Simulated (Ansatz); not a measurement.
BaZrS3 (Pnma) from a database structure, relaxed with r2SCAN. The symmetry is Pnma (No. 62, orthorhombic); a = 7.130 Å, b = 10.030 Å, c = 7.036 Å in the conventional setting, 25.16 Å³ an atom. Ba has 8 S at 3.17–3.44 Å; Zr has 6 S at 2.55–2.56 Å; S has 2 Zr at 2.55 Å and 2 Ba at 3.17–3.23 Å; S has 2 Zr at 2.55–2.56 Å and 3 Ba at 3.18–3.44 Å.

```cif
data_structure
_symmetry_space_group_name_H-M 'P 1'
_symmetry_Int_Tables_number 1
_cell_length_a 7.1303
_cell_length_b 10.0298
_cell_length_c 7.0358
_cell_angle_alpha 90.000
_cell_angle_beta 90.000
_cell_angle_gamma 90.000
_cell_volume 503.17
loop_
_atom_site_label
_atom_site_type_symbol
_atom_site_fract_x
_atom_site_fract_y
_atom_site_fract_z
_atom_site_occupancy
Ba1 Ba 0.04687 0.25000 0.00990 1
Ba2 Ba 0.45313 0.75000 0.50990 1
Ba3 Ba 0.54687 0.25000 0.49010 1
Ba4 Ba 0.95313 0.75000 0.99010 1
Zr1 Zr 0.00000 0.00000 0.50000 1
Zr2 Zr 0.50000 0.00000 0.00000 1
Zr3 Zr 0.50000 0.50000 0.00000 1
Zr4 Zr 0.00000 0.50000 0.50000 1
S1 S 0.99419 0.25000 0.56291 1
S2 S 0.50581 0.75000 0.06291 1
S3 S 0.49419 0.25000 0.93709 1
S4 S 0.00581 0.75000 0.43709 1
S5 S 0.21131 0.96713 0.78864 1
S6 S 0.28869 0.03287 0.28864 1
S7 S 0.71131 0.53287 0.71136 1
S8 S 0.78869 0.46713 0.21136 1
S9 S 0.78869 0.03287 0.21136 1
S10 S 0.71131 0.96713 0.71136 1
S11 S 0.28869 0.46713 0.28864 1
S12 S 0.21131 0.53287 0.78864 1
```

4 runs of Ansatz 0.2.0 on this cell differ in the functional (and in the settings that go with it). Levels are in eV from each run's valence top; v1 is the last filled band, c1 the first empty one.

Run A, mean stress -0.6 GPa (compression positive):
```tsv
point	v5	v3	v1	c1	c2	c3
Γ	-0.19	-0.06	0.00	1.80	1.86	1.97
X	-0.59	-0.54	-0.23	2.89	2.89	3.04
S	-0.64	-0.35	-0.35	3.33	3.33	3.33
```

Run B, mean stress 0.0 GPa (compression positive):
```tsv
point	v5	v3	v1	c1	c2	c3
Γ	-0.19	-0.05	0.00	1.36	1.42	1.50
X	-0.55	-0.50	-0.20	2.37	2.37	2.51
S	-0.59	-0.31	-0.31	2.78	2.78	2.78
```

Run C, mean stress +0.3 GPa (compression positive):
```tsv
point	v5	v3	v1	c1	c2	c3
Γ	-0.22	-0.05	0.00	1.04	1.11	1.18
X	-0.55	-0.52	-0.23	2.05	2.05	2.19
S	-0.60	-0.33	-0.33	2.42	2.42	2.42
```

Run D, mean stress -0.7 GPa (compression positive):
```tsv
point	v5	v3	v1	c1	c2	c3
Γ	-0.21	-0.06	0.00	2.47	2.54	2.66
X	-0.61	-0.57	-0.25	3.58	3.58	3.74
S	-0.65	-0.36	-0.36	4.03	4.03	4.03
```

**Question.** Match the runs to PBE, r2SCAN, HSE06, PBE0.

**Answer.** A is HSE06, B is r2SCAN, C is PBE, D is PBE0. In order of the gap: PBE 1.04, r2SCAN 1.36, HSE06 1.80, PBE0 2.47 eV. The stress vanishes for r2SCAN, which relaxed the cell.

Calculated for a static, non-magnetic cell.

Spin-orbit coupling is left out.

The program warns that its thresholds are loose for a hybrid's stress.

The meshes of the hybrids are coarse, so their gaps aren't converged to the digits shown.
